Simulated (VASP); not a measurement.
Input of a VASP 6.6.1 run:

POSCAR

```
C
1.0
    0.0000000000      1.7833700000      1.7833700000
    1.7833700000      0.0000000000      1.7833700000
    1.7833700000      1.7833700000      0.0000000000
C
2
Direct
    0.7500000000      0.7500000000      0.7500000000
    0.5000000000      0.5000000000      0.5000000000
```

File INCAR.step1:

```
SYSTEM = C
ALGO = Normal ; EDIFF = 1E-8
EDIFFG = -0.002 ; ENCUT = 600
IBRION = 2 ; ISIF = 3
ISMEAR = -1 ; LASPH = .True.
LCHARG = .False. ; LREAL = .False.
LWAVE = .False. ; NELM = 100
NSW = 40 ; PREC = Accurate
SIGMA = 0.05
```

INCAR.step2

```
SYSTEM = C
ALGO = Normal ; EDIFF = 1E-8
ENCUT = 600 ; IBRION = 6
ISIF = 3 ; ISMEAR = -1
LASPH = .True. ; LCHARG = .False.
LREAL = .False. ; LWAVE = .False.
NELM = 100 ; NFREE = 2
NSW = 1 ; POTIM = 0.015
PREC = Accurate ; SIGMA = 0.05
```

The input KPOINTS:

```
k-points
0
Gamma
  10 10 10
  0 0 0
```

Potentials or basis: VASP PAW LDA potentials, release 64 (C).

Command:

```console
$ cat potpaw_LDA.64/C/POTCAR > POTCAR
$ cp INCAR.step1 INCAR
$ mpirun -np 1 vasp_std > vasp.out
$ cp CONTCAR POSCAR
$ cp INCAR.step2 INCAR
$ mpirun -np 1 vasp_std > vasp.out
```

Predict the elastic constants C11, C12, C44.

1100, 148, 592 GPa.

Predict the Voigt bulk modulus.

465 GPa.

What does it give for the space group after relaxing (to 0.05 Å)?

Fd-3m (No. 227).

Clamped-ion elastic tensor (GPa):
```
1100  148  148    0    0    0
 148 1100  148    0    0    0
 148  148 1100    0    0    0
   0    0    0  599    0    0
   0    0    0    0  599    0
   0    0    0    0    0  599
```
